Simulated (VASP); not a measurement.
Set up this calculation in VASP 6.6.1, as the native input.

```yaml
Task: relaxation of cell and atoms
Functional: PBEsol
Potentials_or_basis: VASP PAW PBE potentials, release 64 (Y_sv, N)
Cutoff: 600 eV
k_mesh: 10 × 10 × 10
Occupations: gaussian, width 0.02 eV
Spin: no spin polarisation
Further_INCAR_settings: ALGO = Fast; EDIFF = 1e-07; IBRION = 2; EDIFFG = -0.005; NSW = 40; ISIF = 3
```

The structure of YN lies in POSCAR:

```
YN
1.0
    0.0000000000      2.4400000000      2.4400000000
    2.4400000000      0.0000000000      2.4400000000
    2.4400000000      2.4400000000      0.0000000000
Y N
1 1
Direct
    0.0000000000      0.0000000000      0.0000000000
    0.5000000000      0.5000000000      0.5000000000
```

The cell was built by a generator and needn't be a form met in nature.

One way to write it, as run:

INCAR

```
SYSTEM = YN
ALGO = Fast
EDIFF = 1E-7
EDIFFG = -0.005
ENCUT = 600
GGA = PS
IBRION = 2
ISIF = 3
ISMEAR = 0
LASPH = .TRUE.
LCHARG = .FALSE.
LREAL = .FALSE.
LWAVE = .FALSE.
NELM = 120
NSW = 40
PREC = Accurate
SIGMA = 0.02
```

KPOINTS

```
k-points
0
G
  10 10 10
  0 0 0
```

Potentials or basis: VASP PAW PBE potentials, release 64 (Y_sv, N).

Launch:

```bash
$ cat potpaw_PBE.64/Y_sv/POTCAR potpaw_PBE.64/N/POTCAR > POTCAR
$ mpirun -np 1 vasp_std > vasp.out
```

Results of the run:

| Property | Result |
| --- | --- |
| Relaxed volume | 14.30 Å³/atom |
| Relaxed cell | a = 3.432 Å, b = 3.432 Å, c = 3.432 Å, α = 60.00°, β = 60.00°, γ = 60.00° |
| Space group after relaxing (to 0.05 Å) | Fm-3m (No. 225) |
| Energy gained by relaxing | 1.9 meV/atom |
| Ionic steps | 3 |
| Pressure after relaxing | 0.0 GPa |
| Band gap on the k mesh | 0.07 eV, indirect (least direct gap 0.44 eV) |

Caveat: the PAW data sets were made with another functional, which shifts forces and pressure a little.

It took 52 s on 1 thread of Intel(R) Xeon(R) 6975P-C (Granite Rapids) (shared host), peak memory 0.19 GiB.
